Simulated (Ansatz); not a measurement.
# Ni: starts and ends of a spin-polarised SCF, part 1 of 2

Is Ni magnetic at this level, in which order, and do all starts find it? Single-point runs from several starts follow. The cell (2 atoms) is Ni in the deposited crystal structure (space group Fm-3m, primitive cell doubled). Source: COD entry 4320501; the sample's temperature and pressure aren't taken into account.

Program: Ansatz 0.2.0. Level of theory: DFT PBE, PAW, plane waves, scalar-relativistic. These are calculated values, not measurements.

## Step 1: Starting point

The structure is cubic, space group Fm-3m (No. 225). The conventional cell has a = 3.535 Å, b = 3.535 Å, c = 3.535 Å, α = 90.00°, β = 90.00°, γ = 90.00°. Ni (site symmetry m-3m) is surrounded by 12 Ni at 2.50 Å.

Coordinates:

```
Ni
1.0
     0.00000    1.76726    1.76726
     1.76726    0.00000    1.76726
     3.53452    3.53452    0.00000
Ni
2
Direct
  0.00000 0.00000 0.00000
  0.00000 0.00000 0.50000
```

In tables a label like Ni2 counts atoms in the order of input.yaml; a structure file may count by element.

Planned first: parallel moments, plain SCF; opposed moments +-, plain SCF; no spin polarisation; spin on, no moments given (the program may seed its own), plain SCF. Further starts follow from what these give.

A plain SCF has the search for lower states switched off and ends at the first converged state. Ends within 0.2 meV/atom and 0.1 μB count as one state.

Site moments are integrals over atomic spheres and don't add up to the total.

## Step 2: Parallel moments, plain SCF

The input, input.yaml:

```yaml
crystal:
  lattice:
    - [0.0, 1.76726, 1.76726]
    - [1.76726, 0.0, 1.76726]
    - [3.53452, 3.53452, 0.0]
  atoms:
    - { symbol: Ni, position: [0.0, 0.0, 0.0], spin: 2.0 }
    - { symbol: Ni, position: [0.0, 0.0, 0.5], spin: 2.0 }
magnetization:
  spin_polarized: true
hamiltonian:
  xc: pbe
  pseudopotentials: { kind: paw }
basis:
  ecutwfc: 420
kpoints:
  mp_grid: { grid: [13, 13, 7] }
scf:
  occupations: { method: fermi_dirac, width: 0.05 }
  lower_state_search: "off"
output:
  forces: true
  stress: true
```

The run is started by

```
$ ansatz run input.yaml --threads 2 --pin off --max-ram 5120MiB --backend cpu --events-out ev --progress --plain --runs-dir out
```

The log of the run, shortened:

```text
Warning: crystal.symmetry: narrowed to the stabiliser of the k-point mesh — unitary ops 24 → 8; excluded 16 operations that carry a point of the 13×13×7 mesh (shift [0, 0, 0]) off the mesh (the run samples exactly the mesh kpoints.mp_grid names, as under crystal.symmetry.detect: false, [...]
Pseudopotentials: kind: paw
Pseudopotential: Ni, paw, valence charge 18, recommended cutoff 420 eV (normal), Ni.paw.azcp
Functional definition: PBE
[...]
Crystal: 2 atoms, lattice volume = 22.078 Å³
Basis set: ecut = 420 eV, 409 PW (Γ), exchange–correlation on 36×36×72 points (8 copies of the dense FFT grid, shifted against one another)
Bands: 24, of which v1, the nominal top of the filled ones, is band 18 counted from 1 (17 counted from 0)
Symmetry: 8 space group operations
k-points: 322 of 1183
[...]
Starting moments: Σ|m| = 4 μB on 2 of 2 sites
[...]
SCF iter   1: F=—  HF=-11678.906306 eV  |F-HF|=—  |Δ(HF+E_count)|=         —  Δρ=1.27e-1 (↑1.14e-1 ↓1.27e-1)  dr2=2.45e-2  dr2_m=2.93e0  M=1.874 μB ∫|m|=2.089 μB  β_m=0.30  ethr=6.83e-5  ⟨swp⟩=1.0  Hψ=78145  notcnv=0
[...]
spin-set hold released at iteration 1 (the charge has settled, or the pull on large starting moments outlasts its swing): the magnetisation degrees of freedom join the quasi-Newton model from the next iteration; the mixer history was flushed
[...]
SCF iter  10: F=-11679.454486 eV  HF=-11679.454486 eV  |F-HF|=3.60e-10  |Δ(HF+E_count)|=   2.68e-8  Δρ=5.18e-6 (↑3.08e-6 ↓5.18e-6)  dr2=2.16e-9  dr2_m=1.24e-9  M=1.246 μB ∫|m|=1.430 μB  ethr=9.96e-11  ⟨swp⟩=2.6  Hψ=49047  notcnv=0
[...]
SCF converged after 10 iterations
Magnetization: 1.2459 μB (18.6229 up, 17.3771 down)
Absolute magnetization: 1.4312 μB (∫|ρ↑−ρ↓|, with the PAW one-centre terms)
Spin contamination: 0.0140 ħ² per cell (⟨S²⟩ above its minimum at these occupations)
Per-site moments (μB) at R_I (Å): [(0.6619480808611664, 1.030954262348784), (0.6619480808611664, 1.030954262348784)]
Free energy (F): -11679.454486 eV
[...]
E sigma→0 (E₀):  -11679.440295 eV
Entropy (-TS):   -0.028383 eV (-14.192 meV/atom)
Fermi energy:    17.861196 eV
[...]
--- Forces (eV/Å), atoms counted from 1 ---
  atom   1  Ni    -0.00000000    -0.00000000     0.00000000
  atom   2  Ni     0.00000000     0.00000000     0.00000000
[...]
--- Stress (GPa, compression-positive) ---
       -2.708430       0.112009       0.026175
        0.112009      -2.708430       0.026175
        0.026176       0.026176      -2.729509
  P = ⅓ Tr σ = -2.7155 GPa (-27.155 kbar)
```

It took 13 s on 2 threads of Arm Neoverse V1, shared host; peak memory 0.49 GiB.

The state reached is ferromagnetic, site moments Ni1 0.66, Ni2 0.66 μB, total 1.25 μB per cell, no gap on the k-mesh.

## Step 3: Opposed moments +-, plain SCF

Edit input.yaml of step 2 so:

```diff
@@ -7,3 +7,3 @@
     - { symbol: Ni, position: [0.0, 0.0, 0.0], spin: 2.0 }
-    - { symbol: Ni, position: [0.0, 0.0, 0.5], spin: 2.0 }
+    - { symbol: Ni, position: [0.0, 0.0, 0.5], spin: -2.0 }
 magnetization:
```

The run is started by

```
$ ansatz run input.yaml --threads 2 --pin off --max-ram 5120MiB --backend cpu --events-out ev --progress --plain --runs-dir out
```

The log of the run:

```text
Warning: crystal.symmetry: narrowed to the stabiliser of the k-point mesh — unitary ops 12 → 4; excluded 8 operations that carry a point of the 13×13×7 mesh (shift [0, 0, 0]) off the mesh (the run samples exactly the mesh kpoints.mp_grid names, as under crystal.symmetry.detect: false, and its converged state has the mesh's symmetry, not the crystal's; ε∞, the Born charges and the force constants of a linear response (`dielectric:` by the response, `phonons.method: dfpt`) are averaged over those of the crystal's operations that the state keeps within a tolerance, where `mesh_tensors`, `unaveraged_element` or `gamma_mean_max_change_ev_ang2` stands beside them; a row that `dielectric.field_direction` solves alone is averaged likewise, with nothing beside; a Γ-centred mesh of equal divisions is mapped onto itself by every operation and keeps the whole group, as does a half-shifted one under kpoints.further_shifts: images)
[... 11 lines as in an earlier run ...]
Symmetry: 4 space group operations
[... 5 lines as in an earlier run ...]
Starting moments: Σ|m| = 4 μB on 2 of 2 sites
[... 2 lines as in an earlier run ...]
spin-down is spin-up translated by (0, 0, 0.5): one eigenproblem is solved per k-point and the antiferromagnetic symmetry of the starting moments is kept exactly by this SCF (crystal.symmetry.spin_inversion_symmetry: false solves both channels; [...]
iter 1 solved again at ethr=1.39e-4 eV; its pass at ethr=3.10e-3 eV (dr2=5.02e-2 eV) is discarded
SCF iter   1: F=—  HF=-11678.660965 eV  |F-HF|=—  |Δ(HF+E_count)|=         —  Δρ=1.32e-1 (↑1.32e-1 ↓1.32e-1)  dr2=5.01e-2  dr2_m=3.50e0  M=0.000 μB ∫|m|=1.936 μB  β_m=0.30  ethr=1.39e-4  ⟨swp⟩=1.2  Hψ=39397  notcnv=0
Mixer restart at iter 1: flushing history
preconditioner: auto → none  [metal: Δε(μ)=0.000 eV  Ē_g=11.546 eV  σ=0.050 eV  W_gap=0.00  n_scr=8 (ndim 8)  ℏωp=35.3 eV  f_vac=0.000  D(μ)=5.21/eV (n_scr^D=110)  sad-step TF]
[... 1 line as in an earlier run ...]
SCF iter   2: F=—  HF=-11678.901366 eV  |F-HF|=—  |Δ(HF+E_count)|=   2.40e-1  Δρ=1.05e-1 (↑1.05e-1 ↓1.05e-1)  dr2=2.95e-2  dr2_m=2.23e0  M=0.000 μB ∫|m|=1.777 μB  β_m=0.55  ethr=1.39e-4  ⟨swp⟩=2.4  Hψ=11831  notcnv=0
SCF iter   3: F=—  HF=-11679.312164 eV  |F-HF|=—  |Δ(HF+E_count)|=   4.11e-1  Δρ=2.74e-2 (↑2.74e-2 ↓2.74e-2)  dr2=4.65e-3  dr2_m=1.50e-1  M=0.000 μB ∫|m|=1.120 μB  β_m=0.69  ethr=8.20e-5  ⟨swp⟩=3.0  Hψ=16696  notcnv=0  defer=137
SCF iter   4: F=—  HF=-11679.346966 eV  |F-HF|=—  |Δ(HF+E_count)|=   3.48e-2  Δρ=1.07e-2 (↑1.07e-2 ↓1.07e-2)  dr2=3.10e-2  dr2_m=9.54e-3  M=0.000 μB ∫|m|=0.813 μB  β_m=0.76  ethr=1.29e-5  ⟨swp⟩=2.1  Hψ=16095  notcnv=0  defer=278
SCF iter   5: F=—  HF=-11679.344238 eV  |F-HF|=—  |Δ(HF+E_count)|=   2.73e-3  Δρ=6.15e-3 (↑6.15e-3 ↓6.15e-3)  dr2=1.11e-3  dr2_m=6.93e-3  M=0.000 μB ∫|m|=0.783 μB  β_m=0.88  ethr=1.29e-5  ⟨swp⟩=2.0  Hψ=15671  notcnv=0  defer=284
SCF iter   6: F=—  HF=-11679.348146 eV  |F-HF|=—  |Δ(HF+E_count)|=   3.91e-3  Δρ=3.50e-3 (↑3.50e-3 ↓3.50e-3)  dr2=4.84e-3  dr2_m=1.10e-4  M=0.000 μB ∫|m|=0.659 μB  β_m=0.82  ethr=3.09e-6  ⟨swp⟩=2.0  Hψ=15358  notcnv=0  defer=285
SCF iter   7: F=—  HF=-11679.347208 eV  |F-HF|=—  |Δ(HF+E_count)|=   9.38e-4  Δρ=1.38e-3 (↑1.38e-3 ↓1.38e-3)  dr2=1.33e-4  dr2_m=2.17e-4  M=0.000 μB ∫|m|=0.647 μB  β_m=0.80  ethr=3.09e-6  ⟨swp⟩=2.1  Hψ=14248  notcnv=0  defer=285
SCF iter   8: F=—  HF=-11679.347235 eV  |F-HF|=—  |Δ(HF+E_count)|=   2.74e-5  Δρ=5.70e-4 (↑5.70e-4 ↓5.70e-4)  dr2=2.50e-5  dr2_m=5.32e-5  M=0.000 μB ∫|m|=0.638 μB  β_m=0.88  ethr=3.69e-7  ⟨swp⟩=2.4  Hψ=13019  notcnv=0  defer=285
SCF iter   9: F=—  HF=-11679.347286 eV  |F-HF|=—  |Δ(HF+E_count)|=   5.05e-5  Δρ=2.60e-4 (↑2.60e-4 ↓2.60e-4)  dr2=2.94e-6  dr2_m=1.22e-5  M=0.000 μB ∫|m|=0.626 μB  β_m=0.94  ethr=6.96e-8  ⟨swp⟩=2.0  Hψ=12666  notcnv=0  defer=285
SCF iter  10: F=—  HF=-11679.347300 eV  |F-HF|=—  |Δ(HF+E_count)|=   1.44e-5  Δρ=8.34e-5 (↑8.34e-5 ↓8.34e-5)  dr2=1.00e-6  dr2_m=1.54e-7  M=0.000 μB ∫|m|=0.615 μB  β_m=0.76  ethr=8.16e-9  ⟨swp⟩=2.0  Hψ=13425  notcnv=0  defer=285
SCF iter  11: F=—  HF=-11679.347300 eV  |F-HF|=—  |Δ(HF+E_count)|=   2.04e-7  Δρ=2.86e-5 (↑2.86e-5 ↓2.86e-5)  dr2=7.72e-8  dr2_m=7.21e-8  M=0.000 μB ∫|m|=0.614 μB  β_m=0.69  ethr=2.78e-10  ⟨swp⟩=3.0  Hψ=29626  notcnv=0
iter 12 did not close the SCF: its close was put off for a magnetic moment that had not settled (scf_convergence_deferred on its scf_iter line)
SCF iter  12: F=-11679.347300 eV  HF=-11679.347300 eV  |F-HF|=2.73e-9  |Δ(HF+E_count)|=   7.16e-9  Δρ=1.06e-5 (↑1.06e-5 ↓1.06e-5)  dr2=7.89e-9  dr2_m=1.68e-8  M=0.000 μB ∫|m|=0.614 μB  β_m=0.85  ethr=2.14e-10  ⟨swp⟩=3.8  Hψ=21470  notcnv=0
SCF iter  13: F=-11679.347300 eV  HF=-11679.347300 eV  |F-HF|=3.75e-9  |Δ(HF+E_count)|=   1.64e-8  Δρ=4.94e-6 (↑4.94e-6 ↓4.94e-6)  dr2=4.51e-9  dr2_m=7.91e-10  M=0.000 μB ∫|m|=0.614 μB  ethr=2.19e-11  ⟨swp⟩=2.0  Hψ=23293  notcnv=0
SCF 1 converged in 13 iterations: F = -11679.347300 eV  dr2 = 4.51e-9
SCF converged after 13 iterations
Magnetization: 0.0000 μB (18.0000 up, 18.0000 down)
Absolute magnetization: 0.6143 μB (∫|ρ↑−ρ↓|, with the PAW one-centre terms)
Spin contamination: 0.2088 ħ² per cell (⟨S²⟩ above its minimum at these occupations)
Per-site moments (μB) at R_I (Å): [(0.29984674161891256, 1.030954262348784), (-0.29984674161891256, 1.030954262348784)]
Free energy (F): -11679.347300 eV
Harris-Foulkes:  -11679.347300 eV  (|F-HF|=3.75e-9)
Internal energy: -11679.298190 eV  (E = F + TS)
E sigma→0 (E₀):  -11679.322745 eV
Entropy (-TS):   -0.049110 eV (-24.555 meV/atom)
Fermi energy:    17.685907 eV
--- Per-component energies (eV) ---
  E_band       = -578.246305
  E_kinetic    = 564.005880
  E_local      = -6923.726917  (includes V_loc(G=0)·N_el)
  E_nonlocal   = 1271.909946
  E_hartree    = 2889.658069
  E_xc         = -169.268554
  E_vxc        = -218.250297  (∫ρ·V_xc dr)
  E_paw        = -3259.965028  (= ΣΔE_a)
  E_vpaw       = -1051.506791  (= ΣTr[D̂ρ^β])
  E_aug_tail   = 0.000937  (compensation charges beyond the density's cutoff)
  E_ewald      = -6051.912524
  E_smearing   = -0.049110  (= −TS)
  E_closure    = -0.000000  (closes the sum)
  Σ components = -11679.347300   (vs F -11679.347300, Δ=0.00e0)
--- Forces (eV/Å), atoms counted from 1 ---
  atom   1  Ni     0.00000000     0.00000000     0.00000000
  atom   2  Ni     0.00000000     0.00000000     0.00000000
  max |Σ_I F_I| component: 1.26e-29 eV/Å
--- Stress (GPa, compression-positive) ---
       -3.184095       0.333794      -0.385864
        0.333794      -3.184095      -0.385864
       -0.385862      -0.385862      -3.322430
  P = ⅓ Tr σ = -3.2302 GPa (-32.302 kbar)
```

It took 8.8 s on 2 threads of Arm Neoverse V1, shared host; peak memory 0.47 GiB.

The state reached is antiferromagnetic (magnetic neighbours of Ni1 with a moment over 0.3 of its own that point the other way: 6 of 12 at 2.50 Å, 6 of 6 at 3.53 Å), site moments Ni1 0.30, Ni2 -0.30 μB, total 0.00 μB per cell, no gap on the k-mesh. Against step 2, the lowest until now, it is 53.6 meV/atom higher.

## Step 4: No spin polarisation

Edit input.yaml of step 3 so:

```diff
@@ -6,6 +6,4 @@
   atoms:
-    - { symbol: Ni, position: [0.0, 0.0, 0.0], spin: 2.0 }
-    - { symbol: Ni, position: [0.0, 0.0, 0.5], spin: -2.0 }
-magnetization:
-  spin_polarized: true
+    - { symbol: Ni, position: [0.0, 0.0, 0.0] }
+    - { symbol: Ni, position: [0.0, 0.0, 0.5] }
 hamiltonian:
@@ -23 +21,5 @@
   stress: true
+  write_density: true
+  write_potential: true
+  elf: true
+  volumetric_format: npy
```

The run is started by

```
$ ansatz run input.yaml --threads 2 --pin off --max-ram 5120MiB --backend cpu --events-out ev --progress --plain --runs-dir out
```

The log of the run:

```text
[... 11 lines as in an earlier run ...]
Bands: 22, of which v1, the nominal top of the filled ones, is band 18 counted from 1 (17 counted from 0)
[... 5 lines as in an earlier run ...]
Initial density: superposition of atomic densities (neutral atoms: chi_scale 0, normalization atom), corrected by the library's trained network
[... 2 lines as in an earlier run ...]
SCF iter   1: F=—  HF=-11679.341843 eV  |F-HF|=—  |Δ(HF+E_count)|=         —  Δρ=3.24e-3  dr2=4.72e-4  ethr=1.77e-3  ⟨swp⟩=5.2  Hψ=26510  notcnv=0
preconditioner: auto → none  [metal: Δε(μ)=0.000 eV  Ē_g=8.391 eV  σ=0.050 eV  W_gap=0.00  n_scr=8 (ndim 8)  ℏωp=35.3 eV  f_vac=0.000  D(μ)=7.65/eV (n_scr^D=178)  sad-step TF]
SCF iter   2: F=—  HF=-11679.342020 eV  |F-HF|=—  |Δ(HF+E_count)|=   1.77e-4  Δρ=1.40e-3  dr2=8.96e-5  ethr=1.31e-6  ⟨swp⟩=2.0  Hψ=15454  notcnv=0
SCF iter   3: F=—  HF=-11679.342052 eV  |F-HF|=—  |Δ(HF+E_count)|=   3.14e-5  Δρ=4.45e-4  dr2=9.46e-6  ethr=2.49e-7  ⟨swp⟩=2.4  Hψ=10161  notcnv=0
SCF iter   4: F=—  HF=-11679.342052 eV  |F-HF|=—  |Δ(HF+E_count)|=   1.18e-7  Δρ=1.01e-4  dr2=4.27e-7  ethr=2.63e-8  ⟨swp⟩=2.0  Hψ=11105  notcnv=0
iter 5 did not close the SCF: its close was put off for the readings that it lacked (scf_convergence_deferred on its scf_iter line)
SCF iter   5: F=-11679.342052 eV  HF=-11679.342052 eV  |F-HF|=1.17e-8  |Δ(HF+E_count)|=   2.70e-7  Δρ=3.33e-5  dr2=3.83e-8  ethr=1.19e-9  ⟨swp⟩=2.6  Hψ=10948  notcnv=0
SCF iter   6: F=-11679.342052 eV  HF=-11679.342052 eV  |F-HF|=9.09e-12  |Δ(HF+E_count)|=   2.35e-8  Δρ=3.35e-6  dr2=4.91e-10  ethr=1.06e-10  ⟨swp⟩=6.0  Hψ=41998  notcnv=0
SCF 1 converged in 6 iterations: F = -11679.342052 eV  dr2 = 4.91e-10
SCF converged after 6 iterations
Free energy (F): -11679.342052 eV
Harris-Foulkes:  -11679.342052 eV  (|F-HF|=9.09e-12)
Internal energy: -11679.281634 eV  (E = F + TS)
E sigma→0 (E₀):  -11679.311843 eV
Entropy (-TS):   -0.060418 eV (-30.209 meV/atom)
Fermi energy:    17.664560 eV
--- Per-component energies (eV) ---
  E_band       = -578.072593
  E_kinetic    = 564.100429
  E_local      = -6924.074678  (includes V_loc(G=0)·N_el)
  E_nonlocal   = 1271.983016
  E_hartree    = 2889.930287
  E_xc         = -169.263330
  E_vxc        = -218.243621  (∫ρ·V_xc dr)
  E_paw        = -3260.045772  (= ΣΔE_a)
  E_vpaw       = -1051.700510  (= ΣTr[D̂ρ^β])
  E_aug_tail   = 0.000937  (compensation charges beyond the density's cutoff)
  E_ewald      = -6051.912524
  E_smearing   = -0.060418  (= −TS)
  E_closure    = 0.000000  (closes the sum)
  Σ components = -11679.342052   (vs F -11679.342052, Δ=0.00e0)
--- Forces (eV/Å), atoms counted from 1 ---
  atom   1  Ni     0.00000000    -0.00000000     0.00000000
  atom   2  Ni    -0.00000000    -0.00000000     0.00000000
  max |Σ_I F_I| component: 1.89e-29 eV/Å
--- Stress (GPa, compression-positive) ---
       -3.580270       0.037736      -0.094088
        0.037736      -3.580270      -0.094088
       -0.094089      -0.094089      -3.737531
  P = ⅓ Tr σ = -3.6327 GPa (-36.327 kbar)
--- Band table (eV; the first three rows and the last of 322) ---
  k-point 0: bands = ["-85.3451", "-85.3132", "-45.8244", "-45.6533", "-45.6510", "-45.6227", "-45.6207", "-45.6133", "8.8094", "13.2618", "15.7834", "15.7842", "15.8307", "15.8327", "15.8358", "16.9188", "16.9192", "17.4550", "17.6499", "17.6523", "23.5749", "39.6847"]
  k-point 1: bands = ["-85.3436", "-85.3148", "-45.8141", "-45.6517", "-45.6495", "-45.6248", "-45.6242", "-45.6214", "9.0069", "13.1346", "15.7819", "15.8147", "15.8154", "15.8749", "15.8768", "16.8020", "16.9004", "16.9008", "17.5758", "17.5782", "24.7177", "39.8439"]
  k-point 2: bands = ["-85.3391", "-85.3192", "-45.7851", "-45.6537", "-45.6475", "-45.6453", "-45.6285", "-45.6262", "9.5857", "12.6085", "15.6445", "15.8618", "15.8976", "15.8982", "15.9763", "15.9777", "16.8756", "16.8758", "17.3783", "17.3805", "27.2607", "37.4639"]
  k-point 321: bands = ["-85.3088", "-85.3066", "-45.7975", "-45.7919", "-45.7087", "-45.6972", "-45.6830", "-45.6709", "14.0256", "14.0407", "14.5605", "14.8998", "15.6078", "15.8287", "16.5150", "16.9336", "17.6107", "17.6475", "20.2086", "20.5150", "25.5812", "27.2464"]
```

It took 5.4 s on 2 threads of Arm Neoverse V1, shared host; peak memory 0.4 GiB.

End: non-magnetic (no spin polarisation), no gap on the k-mesh. It lies 56.2 meV/atom above the lowest state so far (step 2).

Density in a lattice plane of the grid's cell (edges 2.50 and 5.00 Å, at 0.000 of the third edge), which holds Ni.

Values in e/Å³, 12 rows by 6 columns:
```
14.25 13.78  1.88  0.35  0.35  1.89
 0.92  1.77  0.88  0.34  0.26  0.35
 0.33  0.35  0.34  0.32  0.34  0.35
 1.06  0.36  0.26  0.34  0.88  1.93
15.82  2.14  0.36  0.35  1.82 13.46
55.25 14.32  1.00  0.33  1.00 14.32
15.82 13.46  1.82  0.35  0.36  2.14
 1.06  1.93  0.88  0.34  0.26  0.36
 0.33  0.35  0.34  0.32  0.34  0.35
 0.92  0.35  0.26  0.34  0.88  1.77
14.25  1.89  0.35  0.35  1.88 13.78
60.66 14.67  0.97  0.33  0.97 14.67
```
Columns run along the first of these edges and rows up along the second, over one cell in 6 and 12 even steps from the bottom left corner. Atoms in the plane (fractional): Ni at (0.00, 0.00), Ni at (1.00, 0.50).

ELF in the same plane.

Ten even steps from '0' (0.18) to '9' (0.74):
```
775200000024
343200010001
011100011100
000000011110
000000100000
001111000000
000011000111
310001001234
742000000257
974100000147
775200000024
343210010001
011100011000
000000011110
000000100000
001111000000
000111000111
310001000234
742000000257
984100000148
```
Columns run along the first of these edges and rows up along the second, over one cell in 12 and 20 even steps from the bottom left corner. Atoms in the plane (fractional): Ni at (0.00, 0.00), Ni at (1.00, 0.50).

Both are smooth fields of the valence electrons: close to the nuclei they are not physical.

## Step 5: Spin on, no moments given (the program may seed its own), plain SCF

Edit input.yaml of step 4 so:

```diff
@@ -21,5 +21,3 @@
   stress: true
-  write_density: true
-  write_potential: true
-  elf: true
-  volumetric_format: npy
+magnetization:
+  spin_polarized: true
```

The run is started by

```
$ ansatz run input.yaml --threads 2 --pin off --max-ram 5120MiB --backend cpu --events-out ev --progress --plain --runs-dir out
```

The log of the run, shortened:

```text
[... 1 line as in an earlier run ...]
band count auto-derived: 24 (N_el = 36.0; filled up to band 18; 22 by the electrons, moments and atoms)
[... 19 lines as in an earlier run ...]
[...]
SCF iter   1: F=—  HF=-11678.049585 eV  |F-HF|=—  |Δ(HF+E_count)|=         —  Δρ=1.79e-1 (↑1.78e-1 ↓1.79e-1)  dr2=1.47e-2  dr2_m=6.44e0  M=2.562 μB ∫|m|=2.562 μB  ethr=4.25e-4  ⟨swp⟩=1.3  Hψ=39302  notcnv=0
[...]
SCF iter  11: F=-11679.454486 eV  HF=-11679.454486 eV  |F-HF|=5.20e-10  |Δ(HF+E_count)|=   1.25e-8  Δρ=5.68e-6 (↑2.88e-6 ↓5.68e-6)  dr2=1.79e-9  dr2_m=2.08e-9  M=1.246 μB ∫|m|=1.430 μB  ethr=1.19e-10  ⟨swp⟩=2.5  Hψ=48205  notcnv=0
[...]
SCF converged after 11 iterations
Magnetization: 1.2459 μB (18.6229 up, 17.3771 down)
Absolute magnetization: 1.4313 μB (∫|ρ↑−ρ↓|, with the PAW one-centre terms)
Spin contamination: 0.0140 ħ² per cell (⟨S²⟩ above its minimum at these occupations)
Per-site moments (μB) at R_I (Å): [(0.661952409010493, 1.030954262348784), (0.661952409010493, 1.030954262348784)]
Free energy (F): -11679.454486 eV
[...]
E sigma→0 (E₀):  -11679.440295 eV
Entropy (-TS):   -0.028383 eV (-14.192 meV/atom)
Fermi energy:    17.861193 eV
[... 24 lines left out: energy terms, forces, stress ...]
```

It took 14 s on 2 threads of Arm Neoverse V1, shared host; peak memory 0.49 GiB.

This is the state of step 2 again (ferromagnetic), after 11 iterations.

## Step 6: Parallel moments scaled by 0.1, plain SCF

Edit input.yaml of step 5 so:

```diff
@@ -6,4 +6,6 @@
   atoms:
-    - { symbol: Ni, position: [0.0, 0.0, 0.0] }
-    - { symbol: Ni, position: [0.0, 0.0, 0.5] }
+    - { symbol: Ni, position: [0.0, 0.0, 0.0], spin: 0.2 }
+    - { symbol: Ni, position: [0.0, 0.0, 0.5], spin: 0.2 }
+magnetization:
+  spin_polarized: true
 hamiltonian:
@@ -21,3 +23 @@
   stress: true
-magnetization:
-  spin_polarized: true
```

The run is started by

```
$ ansatz run input.yaml --threads 2 --pin off --max-ram 5120MiB --backend cpu --events-out ev --progress --plain --runs-dir out
```

The log of the run, shortened:

```text
[... 11 lines as in an earlier run ...]
Bands: 23, of which v1, the nominal top of the filled ones, is band 18 counted from 1 (17 counted from 0)
[... 6 lines as in an earlier run ...]
Starting moments: Σ|m| = 0.4 μB on 2 of 2 sites
[... 2 lines as in an earlier run ...]
[...]
SCF iter   1: F=—  HF=-11679.369578 eV  |F-HF|=—  |Δ(HF+E_count)|=         —  Δρ=4.48e-2 (↑4.48e-2 ↓1.58e-2)  dr2=1.50e-1  dr2_m=1.47e-1  M=0.670 μB ∫|m|=0.680 μB  β_m=1.00  ethr=4.16e-4  ⟨swp⟩=1.0  Hψ=74768  notcnv=0
[...]
spin-set hold released at iteration 6 (site moments contracting): the magnetisation degrees of freedom join the quasi-Newton model from the next iteration; the mixer history was flushed
[...]
SCF iter  14: F=-11679.454486 eV  HF=-11679.454486 eV  |F-HF|=5.64e-11  |Δ(HF+E_count)|=   4.84e-9  Δρ=2.04e-6 (↑7.22e-7 ↓2.04e-6)  dr2=2.63e-10  dr2_m=2.91e-10  M=1.246 μB ∫|m|=1.430 μB  ethr=5.72e-12  ⟨swp⟩=1.9  Hψ=42093  notcnv=0
[...]
SCF converged after 14 iterations
Magnetization: 1.2458 μB (18.6229 up, 17.3771 down)
Absolute magnetization: 1.4312 μB (∫|ρ↑−ρ↓|, with the PAW one-centre terms)
Spin contamination: 0.0140 ħ² per cell (⟨S²⟩ above its minimum at these occupations)
Per-site moments (μB) at R_I (Å): [(0.661942363733942, 1.030954262348784), (0.661942363733942, 1.030954262348784)]
Free energy (F): -11679.454486 eV
[...]
E sigma→0 (E₀):  -11679.440294 eV
Entropy (-TS):   -0.028384 eV (-14.192 meV/atom)
Fermi energy:    17.861181 eV
[... 24 lines left out: energy terms, forces, stress ...]
```

Wall time 17 s (2 threads of Arm Neoverse V1, shared host); peak memory 0.48 GiB.

The run ends in the same state as step 2 (ferromagnetic); it took 14 iterations.

(Continued in part 2 of 2.)
